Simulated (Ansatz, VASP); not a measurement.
**MoS2 in VASP and in Ansatz**

```
S Mo
1.0
     3.19160    0.00000    0.00000
    -1.59580    2.76401    0.00000
     0.00000    0.00000   54.64800
S Mo
6 3
Cartesian
  1.5958 0.9213 9.1306
  1.5958 0.9213 12.2380
  0.0000 1.8427 15.1599
  0.0000 1.8427 18.2641
  1.5958 0.9213 21.1860
  1.5958 0.9213 24.2934
  0.0000 1.8427 10.6851
  1.5958 0.9213 16.7120
  0.0000 1.8427 22.7389
```

Alike in both runs: task single point; functional PBE; k mesh 12 × 12 × 1; occupations gaussian, width 0.01 eV; no spin polarisation.

|  | VASP | Ansatz |
| --- | --- | --- |
| version | VASP 6.6.1 | Ansatz 0.2.0 |
| potentials or method | VASP PAW PBE potentials, release 64 (S, Mo_sv) | scalar-relativistic, plane waves, PAW |
| plane-wave cutoff (eV) | 520 | 420 |
| valence electrons in the cell | 78 | 78 |

```tsv
	VASP	Ansatz	Ansatz less VASP
gap on the k mesh at the Fermi level (eV)	0.91	0.89	-0.018
least direct gap on the mesh (eV)	1.58	1.58	-0.004
```

The functional is the same, so the differences come from potentials, cutoffs and numerics.
